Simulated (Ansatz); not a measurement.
# CsSnBr3: a single-point run

Wanted: a converged single-point run for CsSnBr3, and a check of what comes out. The structure is shown as the input types it.

Program: Ansatz 0.2.0. Level of theory: density functional or hybrid calculation with the settings of its input, plane waves (as first typed). These are calculated values, not measurements.

1 further run of the same task is left out (it didn't finish). Runs told in other sessions of the task aren't counted.

## Step 1: The starting structure

Symmetry: Pm-3m, No. 221, cubic system. The conventional cell has a = 5.841 Å, b = 5.841 Å, c = 5.841 Å, α = 90.00°, β = 90.00°, γ = 90.00°. Cs (site symmetry m-3m) has 12 Br at 4.13 Å in its first shell of neighbours. Sn (site symmetry m-3m) is surrounded by 6 Br at 2.92 Å. Br (site symmetry 4/mmm) has 2 Sn at 2.92 Å and 4 Cs at 4.13 Å in its first shell of neighbours.

As a file:

```
Cs Sn Br
1.0
     5.84109    0.00000    0.00000
     0.00000    5.84109    0.00000
     0.00000    0.00000    5.84109
Cs Sn Br
1 1 3
Direct
  0.00000 0.00000 0.00000
  0.50000 0.50000 0.50000
  0.50000 0.00000 0.50000
  0.50000 0.50000 0.00000
  0.00000 0.50000 0.50000
```

## Step 2: The run

Input file input.yaml:

```yaml
crystal:
  lattice:
    - [5.8410917194, 0.0, 0.0]
    - [0.0, 5.8410917194, 0.0]
    - [0.0, 0.0, 5.8410917194]
  atoms:
    - { symbol: Cs, position: [0.0, 0.0, 0.0] }
    - { symbol: Sn, position: [0.5, 0.5, 0.5] }
    - { symbol: Br, position: [0.5, 0.0, 0.5] }
    - { symbol: Br, position: [0.5, 0.5, 0.0] }
    - { symbol: Br, position: [0.0, 0.5, 0.5] }
kpoints:
  mp_grid: { grid: [4, 4, 4] }
hamiltonian:
  xc: r2scan
scf:
  occupations: { method: fixed }
  n_extra_bands: 5
  n_bands: 12
output:
  forces: true
  stress: true
  eigenvalues: true
```

Launch:

```sh
ansatz run input.yaml --threads 4 --pin off --max-ram 4608MiB --backend cpu --events-out ev --progress --plain --runs-dir out
```

What happens when this is run?

Nothing was computed: the input was turned down at the start. The line that matters: «line 19 column 3: unknown field `n_bands`, expected one of max_iter, algorithm, n_extra_bands, self_checks, convergence, ...»

The suspect setting: scf.n_bands is 12. The key belongs to a different code's input format, or to another block.

What to do: delete scf.n_bands.
